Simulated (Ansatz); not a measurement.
The system is ZnCu2SnS4.

```
CELL_PARAMETERS angstrom
-2.71710 2.71710 5.42480
2.71710 -2.71710 5.42480
2.71710 2.71710 -5.42480
ATOMIC_POSITIONS crystal
Sn 0.50000 0.50000 0.00000
Zn 0.25000 0.75000 0.50000
Cu 0.75000 0.25000 0.50000
Cu 0.00000 0.00000 0.00000
S 0.62799 0.62839 0.51280
S 0.88481 0.37201 0.00040
S 0.11559 0.11519 0.48720
S 0.37161 0.88441 0.99960
```

Base run:

```yaml
Program: Ansatz 0.2.0
Functional: BLYP
Potentials_or_basis: Ansatz PAW
Cutoff: "420 eV (not typed: the program's choice for these potentials)"
k_mesh: 7 × 7 × 7
Occupations: fermi-dirac, width 0.05 eV
Spin: no spin polarisation
```

Its results: band gap on the k mesh 0.28 eV, direct; pressure 6.5 GPa; largest force 0.632 eV/Å.

The run is repeated on the same cell with these changes: functional from BLYP to RPBE. What comes out?

Band gap on the k mesh 0.37 eV, direct; pressure 4.5 GPa; largest force 0.571 eV/Å.

Caveats: spin-orbit coupling is left out, which moves the levels of the heavy elements; the PAW data sets come from PBE, with cores solved anew for the run's functional, which leaves a small shift of forces and pressure.
